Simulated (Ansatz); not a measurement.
Something may be wrong with this Ansatz 0.2.0 calculation of ZrB2.

The input input.yaml:

```yaml
crystal:
  lattice:
    - [3.17, 0.0, 0.0]
    - [-1.585, 2.74530053, 0.0]
    - [0.0, 0.0, 3.533]
  atoms:
    - { symbol: Zr, position: [0.0, 0.0, 0.0] }
    - { symbol: B, position: [0.6666666667, 0.3333333333, 0.5] }
    - { symbol: B, position: [0.3333333333, 0.6666666667, 0.5] }
hamiltonian:
  xc: lda
  pseudopotentials: { kind: paw, xc_functional: lda, accuracy: standard }
kpoints:
  mp_grid: { grid: [10, 10, 8] }
scf:
  occupations: { method: methfessel_paxton, width: 0.1 }
  n_extra_bands: 7
  max_iter: 100
output:
  forces: true
  stress: true
  eigenvalues: true
  dos: { projected: false, de: 0.05, nscf_kmesh: { grid: [15, 15, 12] } }
magnetization:
  spin_polarized: true
  initial_magnetization: 15
```

Potentials or basis: JTH PAW LDA.

The run is started by

```bash
$ ansatz run input.yaml --threads 2 --pin off --max-ram 5120MiB --backend cpu --events-out ev --progress --plain --runs-dir out
```

Output:

```text
Error: inconsistent input (scf.n_extra_bands): n_bands = 16 cannot host the net starting moment |Σ_I m_I| = 15.0000 μB: with N_el = 18 the majority spin channel must hold (N_el + |M|)/2 = 16.5000 electrons at no more than one per band — at least 17 bands (16 bands cap the reachable moment at 2·n_bands − N_el = 14.0000 μB); raise scf.n_extra_bands until at least 17 bands are solved (omitted, it auto-derives to 21) or lower the seeds (crystal.atoms[].spin / magnetization.per_species / magnetization.initial_magnetization)
```

Problem. How did it end, and where is the flaw?

Solution. The input was rejected before any iteration. The input holds a flaw that was put in on purpose: an impossible spin (magnetization = spin_polarized True, initial_magnetization 15).
